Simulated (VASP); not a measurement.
SnO2 (Cassiterite):

```
Sn O
1.0
     4.73800    0.00000    0.00000
     0.00000    4.73800    0.00000
     0.00000    0.00000    3.18650
Sn O
2 4
Direct
  0.50000 0.50000 0.50000
  0.00000 0.00000 0.00000
  0.80710 0.19290 0.50000
  0.69290 0.69290 0.00000
  0.19290 0.80710 0.50000
  0.30710 0.30710 0.00000
```

- Program: VASP 6.6.1
- Task: relaxation of cell and atoms
- Functional: rev-vdW-DF2
- Potentials or basis: VASP PAW PBE potentials, release 64 (Sn_d, O)
- Cutoff: 600 eV
- k mesh: 6 × 6 × 8
- Occupations: fermi-dirac, width 0.05 eV
- Spin: no spin polarisation

At the start: pressure 8.6 GPa; volume 11.92 Å³/atom.

Task: How do energy, volume and symmetry change on relaxing?

Result: Over 4 steps the energy falls by 13.1 meV/atom and the volume is 12.39 Å³/atom (+3.9 %); space group P4_2/mnm (No. 136, to 0.05 Å).

The path:
```tsv
step	energy change (eV)	largest force (eV/Å)	pressure (GPa)	volume (Å³)
1	0.0000	0.3001	8.55	71.53
2	0.0486	0.3078	-8.93	78.32
3	-0.0788	0.0126	-0.07	74.39
4	-0.0788	0.0073	0.10	74.33
```

Final structure:
```
Sn O
1.0
     4.79039    0.00000    0.00000
     0.00000    4.79039    0.00000
     0.00000    0.00000    3.23926
Sn O
2 4
Direct
  0.50000 0.50000 0.50000
  0.00000 0.00000 0.00000
  0.80616 0.19384 0.50000
  0.69384 0.69384 0.00000
  0.19384 0.80616 0.50000
  0.30616 0.30616 0.00000
```

Caveat: the PAW data sets were made with another functional, which shifts forces and pressure a little.
